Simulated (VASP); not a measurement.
Write the native input for VASP 6.6.1 that does the following.

```
Task                   : single point
Functional             : PBE
Potentials or basis    : VASP PAW PBE potentials, release 64 (Ca_sv, Se)
Cutoff                 : 520 eV
k mesh                 : 6 × 6 × 6
Occupations            : gaussian, width 0.05 eV
Spin                   : no spin polarisation
Dipole correction      : no
Further INCAR settings : ALGO = Normal; EDIFF = 1e-06; NBANDS = 15
```

The structure of CaSe lies in POSCAR:

```
CaSe
1.0
    0.0000000000      3.1680000000      3.0360000000
    3.1680000000      0.0000000000      3.0360000000
    3.1680000000      3.1680000000      0.0000000000
Ca Se
1 1
Direct
    0.0000000000      0.0000000000      0.0000000000
    0.7500000000      0.7500000000      0.7500000000
```

The cell comes from a database or a generator and needn't be the stable form of this composition.

The cell isn't the ideal one: strain -0.040 along x and y, -0.080 along z, atoms carried along.

One way to write it, as run:

INCAR

```
SYSTEM = CaSe
ALGO     = Normal         ! electronic algorithm
EDIFF    = 1E-6           ! SCF threshold, eV
ENCUT    = 520            ! plane-wave cutoff, eV
GGA      = PE             ! functional
ISIF     = 2              ! what is computed and relaxed
ISMEAR   = 0              ! smearing method
LASPH    = .True.         ! aspherical terms in the spheres
LCHARG   = .False.        ! write CHGCAR
LREAL    = .False.        ! projectors in reciprocal space
LWAVE    = .False.        ! write WAVECAR
NBANDS   = 15             ! bands
NELM     = 60             ! most SCF steps
PREC     = Accurate       ! precision mode
SIGMA    = 0.05           ! smearing width, eV
```

KPOINTS

```
k-points
0
Gamma
  6 6 6
  0 0 0
```

Potentials or basis: VASP PAW PBE potentials, release 64 (Ca_sv, Se).

The run is started by

```console
$ cat potpaw_PBE.64/Ca_sv/POTCAR potpaw_PBE.64/Se/POTCAR > POTCAR
$ mpirun -np 1 vasp_std > vasp.out
```

Results of the run:

```json
{
  "Pressure": "7.3 GPa",
  "Band gap on the k mesh": "3.45 eV, direct"
}
```

It took 13 s on 1 thread of Intel(R) Xeon(R) 6975P-C (Granite Rapids), on a shared host, peak memory 0.21 GiB.
